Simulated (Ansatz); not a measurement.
Program: Ansatz. Geometries: PBE0-D4/def2-TZVP. ΔE: electronic, gas phase. CCSD(T)/CBS adds triple-zeta CCSD(T) − MP2 to the extrapolated MP2 energy (def2 sets, frozen cores). DFT in def2-TZVPP. B3LYP here is the variant with VWN-RPA as its local correlation; programs differ in this. One conformer a species, not always the lowest.

Reaction (formal exchange of groups at a C–C bond): `CCCCCC(C)C` + `C=CCC` → `C=C(CC)CC` + `CCCC(C)C`

```csv
level,ΔE (kJ/mol),difference from CCSD(T)/CBS
PBE-D4,-11.8,-2.0
r2SCAN-D4,-11.2,-1.4
PBE0-D4,-11.2,-1.4
B3LYP-D4,-11.3,-1.5
ωB97X-V,-9.8,0.0
ωB97M-V,-10.2,-0.4
B2PLYP,-8.4,1.4
PBE,-8.2,1.6
r2SCAN,-10.5,-0.7
PBE0,-8.1,1.7
B3LYP,-5.6,4.2
HF/def2-TZVPP,-1.7,8.1
MP2/def2-TZVPP,-13.5,-3.7
SCS-MP2/def2-TZVPP,-10.6,-0.8
CCSD/def2-TZVPP,-8.5,1.3
CCSD(T)/def2-TZVPP,-10.2,-0.4
HF/def2-QZVPP,-1.6,8.2
MP2/def2-QZVPP,-13.2,-3.4
SCS-MP2/def2-QZVPP,-10.3,-0.5
HF/CBS(def2),-1.6,8.2
MP2/CBS(def2),-13.1,-3.3
CCSD/CBS(def2),-8.1,1.7
CCSD(T)/CBS,-9.8,0
```

Largest T1 diagnostic among the species: 0.010.

The D4 term adds −5.7 kJ/mol with B3LYP and −3.1 kJ/mol with PBE0; it sums over pairs of atoms, weighted by their polarisabilities, and B3LYP, whose exchange is more repulsive, gets the larger term. In def2-TZVPP, CCSD(T) changes the Hartree–Fock value by −8.5 kJ/mol (the triples alone add −1.6 kJ/mol) and MP2 by −11.8 kJ/mol.

CCSD(T)/CBS has its own doubt, a few kJ/mol and more with outer-core shells, so smaller differences from it don't rank the levels.
